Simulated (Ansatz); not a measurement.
A plane-wave DFT run in Ansatz 0.2.0 (scalar-relativistic PAW potentials unless the input names others): input and command.

```yaml
crystal:
  lattice:
    - [2.935796943, 0.0, 0.0]
    - [-1.4678984715, 2.542474733, 0.0]
    - [0.0, 0.0, 28.2723858137]
  atoms:
    - { symbol: Ti, position: [0.6666666667, 0.3333333333, 0.3006467178] }
    - { symbol: Ti, position: [0.3333333333, 0.6666666667, 0.3826382578] }
    - { symbol: Ti, position: [0.6666666667, 0.3333333333, 0.4651113222] }
    - { symbol: Ti, position: [0.3333333333, 0.6666666667, 0.5494892943] }
    - { symbol: Ti, position: [0.6666666667, 0.3333333333, 0.6254777747] }
    - { symbol: C, position: [0.6666666667, 0.5833333333, 0.6858922452] }
  symmetry: { detect: false }
basis:
  ecutwfc: 500
kpoints:
  mp_grid: { grid: [12, 12, 1] }
hamiltonian:
  xc: r2scan
  hubbard: { sites: [{ species: Ti, l: d, u_eff: 2.0 }], double_counting: amf }
scf:
  occupations: { method: gaussian, width: 0.1 }
output:
  forces: true
  eigenvalues: true
efield:
  axis: 3
  dipole_correction: true
  ramp_width: 0.04
```

```bash
ansatz run input.yaml --threads 2 --pin off --max-ram 5120MiB --backend cpu --events-out ev --progress --plain --runs-dir out
```

Abridged log:
```
Ti: projections on atomic orbitals take those of the free atom [Ne] 3s2 3p6 3d2 4s2, of charge +0.00 (hamiltonian.pseudopotentials.projection_atoms); the dataset's partial waves leave at most 4.1e-7 of an orbital's norm unspanned inside its sphere
C: projections on atomic orbitals take those of the free atom [He] 2s2 2p2, of charge +0.00 (hamiltonian.pseudopotentials.projection_atoms); the dataset's partial waves leave at most 3.7e-9 of an orbital's norm unspanned inside its sphere
Pseudopotentials: kind: paw
Pseudopotential: Ti, paw, valence charge 12, recommended cutoff 500 eV (meta_gga)
Pseudopotential: C, paw, valence charge 4, recommended cutoff 500 eV (meta_gga)
Functional definition: r2SCAN
Crystal: 6 atoms, lattice volume = 211.030 Å³
Basis set: ecut = 500 eV, 5443 PW (Γ), exchange–correlation on 96×96×864 points (64 copies of the dense FFT grid, shifted against one another)
Bands: 39, of which v1, the nominal top of the filled ones, is band 32 counted from 1 (31 counted from 0)
Symmetry: 1 space group operations
k-points: 74 of 144 (time reversal used)
Initial density: superposition of atomic densities (neutral atoms: chi_scale 0, normalization atom)
Initial wavefunctions: pseudopotential atomic-orbital guess
Functional: x = r2scan, c = r2scan; τ floored in thin density (d = 2e-4 eV/Å³)
SCF iter   1: F=—  HF=-12770.550708 eV  |F-HF|=—  |Δ(HF+E_count)|=         —  Δρ=5.86e-2  dr2=1.18e2  dr2_τ=3.18e-1  ethr=3.10e-3  p= 0.000 e·Å  D=-6.51e-7 V/Å  ΔV_dip=0.00 eV  dr2_dipole=6.72e1  V_vac-E_F(+/−)=8.33/8.33 eV  ⟨swp⟩=9.0  Hψ=14324  notcnv=0
efield: sawtooth ramp at fractional position 0.9733 (placed from the atoms, in the widest stretch of the axis that holds none; the zero of the levels goes with the place), width 0.0400; the density the first Hamiltonian is built on has a dipole p =  0.000 e·Å; the dipole correction subtracts the counter field D = -6.51e-7 V/Å, which shifts the + side's vacuum level by +0.00 eV against the − side's; the planar-averaged density in the ramp window peaks in size at 1.5e-6 e/Å³
SCF iter   2: F=—  HF=-12784.343248 eV  |F-HF|=—  |Δ(HF+E_count)|=    1.38e1  Δρ=2.62e-1  dr2=1.93e3  dr2_τ=8.45e0  ethr=3.10e-3  p=-0.418 e·Å  D=-3.59e-1 V/Å  ΔV_dip=10.14 eV  dr2_dipole=1.11e3  V_vac-E_F(+/−)=9.26/-0.87 eV  ⟨swp⟩=13.4  Hψ=19840  notcnv=1  defer=129  recentre
SCF iter   3: F=—  HF=-12769.419399 eV  |F-HF|=—  |Δ(HF+E_count)|=    1.49e1  Δρ=4.93e-2  dr2=8.79e1  dr2_τ=1.02e-1  ethr=3.10e-3  p=-0.034 e·Å  D=-2.89e-2 V/Å  ΔV_dip=0.82 eV  dr2_dipole=4.93e1  V_vac-E_F(+/−)=8.15/7.33 eV  ⟨swp⟩=10.5  Hψ=14189  notcnv=0  defer=96
SCF iter   4: F=—  HF=-12767.983214 eV  |F-HF|=—  |Δ(HF+E_count)|=    1.44e0  Δρ=2.12e-2  dr2=1.69e0  dr2_τ=1.85e-2  ethr=3.10e-3  p=-0.115 e·Å  D=-9.88e-2 V/Å  ΔV_dip=2.79 eV  dr2_dipole=3.56e-1  V_vac-E_F(+/−)=8.13/5.33 eV  ⟨swp⟩=7.3  Hψ=7140  notcnv=0  defer=76
SCF iter   5: F=—  HF=-12767.905911 eV  |F-HF|=—  |Δ(HF+E_count)|=   7.73e-2  Δρ=1.68e-2  dr2=1.12e1  dr2_τ=2.28e-2  ethr=2.64e-3  p=-0.139 e·Å  D=-1.19e-1 V/Å  ΔV_dip=3.38 eV  dr2_dipole=8.19e0  V_vac-E_F(+/−)=7.99/4.62 eV  ⟨swp⟩=3.2  Hψ=4574  notcnv=0  defer=64  recentre
SCF iter   6: F=—  HF=-12768.213423 eV  |F-HF|=—  |Δ(HF+E_count)|=   3.08e-1  Δρ=2.89e-2  dr2=3.86e1  dr2_τ=8.35e-2  ethr=2.64e-3  p=-0.054 e·Å  D=-4.63e-2 V/Å  ΔV_dip=1.31 eV  dr2_dipole=2.12e1  V_vac-E_F(+/−)=7.39/6.09 eV  ⟨swp⟩=5.8  Hψ=5418  notcnv=0  defer=71
SCF iter   7: F=—  HF=-12767.775552 eV  |F-HF|=—  |Δ(HF+E_count)|=   4.38e-1  Δρ=6.84e-3  dr2=2.09e-1  dr2_τ=7.00e-3  ethr=2.64e-3  p=-0.101 e·Å  D=-8.70e-2 V/Å  ΔV_dip=2.46 eV  dr2_dipole=5.95e-2  V_vac-E_F(+/−)=7.43/4.97 eV  ⟨swp⟩=5.5  Hψ=5190  notcnv=0  defer=73
SCF iter   8: F=—  HF=-12767.837642 eV  |F-HF|=—  |Δ(HF+E_count)|=   6.21e-2  Δρ=1.15e-2  dr2=7.55e0  dr2_τ=1.35e-2  ethr=3.27e-4  p=-0.130 e·Å  D=-1.11e-1 V/Å  ΔV_dip=3.15 eV  dr2_dipole=4.48e0  V_vac-E_F(+/−)=7.45/4.30 eV  ⟨swp⟩=5.0  Hψ=5161  notcnv=0  defer=65  recentre
   ...
SCF iter  17: F=—  HF=-12767.793431 eV  |F-HF|=—  |Δ(HF+E_count)|=   1.34e-5  Δρ=9.30e-5  dr2=3.81e-5  dr2_τ=9.43e-7  ethr=7.27e-8  p=-0.114 e·Å  D=-9.78e-2 V/Å  ΔV_dip=2.77 eV  dr2_dipole=1.01e-6  V_vac-E_F(+/−)=7.26/4.49 eV  ⟨swp⟩=2.4  Hψ=3937  notcnv=0  defer=53
SCF iter  18: F=—  HF=-12767.793434 eV  |F-HF|=—  |Δ(HF+E_count)|=   2.36e-6  Δρ=4.92e-5  dr2=1.89e-5  dr2_τ=1.73e-7  ethr=5.95e-8  p=-0.114 e·Å  D=-9.78e-2 V/Å  ΔV_dip=2.76 eV  dr2_dipole=7.06e-6  V_vac-E_F(+/−)=7.26/4.49 eV  ⟨swp⟩=2.0  Hψ=3631  notcnv=0  defer=53
SCF iter  19: F=—  HF=-12767.793434 eV  |F-HF|=—  |Δ(HF+E_count)|=   3.70e-7  Δρ=3.87e-5  dr2=5.78e-6  dr2_τ=1.55e-7  ethr=2.96e-8  p=-0.114 e·Å  D=-9.78e-2 V/Å  ΔV_dip=2.77 eV  dr2_dipole=4.63e-7  V_vac-E_F(+/−)=7.26/4.49 eV  ⟨swp⟩=2.0  Hψ=3559  notcnv=0  defer=53
SCF iter  20: F=—  HF=-12767.793435 eV  |F-HF|=—  |Δ(HF+E_count)|=   9.76e-7  Δρ=2.80e-5  dr2=6.74e-6  dr2_τ=8.33e-8  ethr=9.03e-9  p=-0.114 e·Å  D=-9.78e-2 V/Å  ΔV_dip=2.77 eV  dr2_dipole=1.30e-6  V_vac-E_F(+/−)=7.26/4.49 eV  ⟨swp⟩=2.0  Hψ=3664  notcnv=0  defer=53
SCF iter  21: F=—  HF=-12767.793435 eV  |F-HF|=—  |Δ(HF+E_count)|=   5.58e-8  Δρ=1.39e-5  dr2=3.24e-6  dr2_τ=9.01e-9  ethr=9.03e-9  p=-0.114 e·Å  D=-9.78e-2 V/Å  ΔV_dip=2.77 eV  dr2_dipole=1.46e-6  V_vac-E_F(+/−)=7.26/4.49 eV  ⟨swp⟩=1.6  Hψ=2971  notcnv=0  defer=53
SCF iter  22: F=—  HF=-12767.793435 eV  |F-HF|=—  |Δ(HF+E_count)|=   1.28e-7  Δρ=1.18e-5  dr2=2.93e-6  dr2_τ=1.21e-8  ethr=5.07e-9  p=-0.114 e·Å  D=-9.78e-2 V/Å  ΔV_dip=2.77 eV  dr2_dipole=1.24e-6  V_vac-E_F(+/−)=7.26/4.49 eV  ⟨swp⟩=2.0  Hψ=3355  notcnv=0  defer=53
SCF iter  23: F=—  HF=-12767.793435 eV  |F-HF|=—  |Δ(HF+E_count)|=   3.68e-8  Δρ=5.93e-6  dr2=2.96e-7  dr2_τ=4.19e-9  ethr=4.58e-9  p=-0.114 e·Å  D=-9.78e-2 V/Å  ΔV_dip=2.77 eV  dr2_dipole=1.25e-7  V_vac-E_F(+/−)=7.26/4.49 eV  ⟨swp⟩=1.6  Hψ=3059  notcnv=0  defer=53
SCF iter  24: F=-12767.793435 eV  HF=-12767.793435 eV  |F-HF|=2.16e-9  |Δ(HF+E_count)|=   7.67e-9  Δρ=3.31e-6  dr2=3.14e-8  dr2_τ=9.70e-10  ethr=1.56e-10  p=-0.114 e·Å  D=-9.78e-2 V/Å  ΔV_dip=2.77 eV  dr2_dipole=1.67e-10  V_vac-E_F(+/−)=7.26/4.49 eV  ⟨swp⟩=14.7  Hψ=16123  notcnv=0
SCF 1 converged in 24 iterations: F = -12767.793435 eV  dr2 = 3.14e-8
SCF converged after 24 iterations
Free energy (F): -12767.793435 eV
Harris-Foulkes:  -12767.793435 eV  (|F-HF|=2.16e-9)
Internal energy: -12767.756475 eV  (E = F + TS)
E sigma→0 (E₀):  -12767.774955 eV
Entropy (-TS):   -0.036960 eV (-6.160 meV/atom)
Fermi energy:    2.533356 eV
Dipole field:    D = -0.097798 V/Å  (p = -0.114054 e·Å, saw-weighted, corrected)
Work function:   Φ+ = 7.2574 eV   Φ− = 4.4924 eV
Levels:          The Fermi level and band energies are counted from a zero that moves with the ramp; work functions are not
DFT+U double counting: amf (around mean field; hamiltonian.hubbard.double_counting)
--- Forces (eV/Å), atoms counted from 1 ---
  atom   1  Ti    -0.00031580    -0.00877868     0.46096729
  atom   2  Ti    -0.01139254     0.01722505    -0.50417675
  atom   3  Ti    -0.00272623     0.00746665     0.22508265
  atom   4  Ti     0.03198838     0.30044876    -1.05665845
  atom   5  Ti     0.75716768    -1.74499360     1.04316673
  atom   6  C     -0.77471218     1.42860628    -0.16842585
Occupation matrices written to <dir>
```

Apart from outputs, empty bands and the relaxation, which only the reference makes, the input differs from a reference run on usual settings in crystal.symmetry: not typed → {"detect": false}; hamiltonian.hubbard: not typed → {"sites": [{"species": "Ti", "l": "d", "u_eff": 2.0}], "double_counting": "amf"}. The reference, at the same geometry, ended its own course with largest force 2.134 eV/Å (on an atom or along a direction that it held fixed), no gap on the mesh. This run converged in 24 SCF iterations with an energy at zero smearing 27.09 meV/atom below the reference's (the Hamiltonian itself differs), largest force 2.169 eV/Å, no gap on the mesh.

Time: 110 s on 2 threads of Intel(R) Xeon(R) Platinum 8488C (Sapphire Rapids), with other jobs on the host, peak memory 1.8 GiB.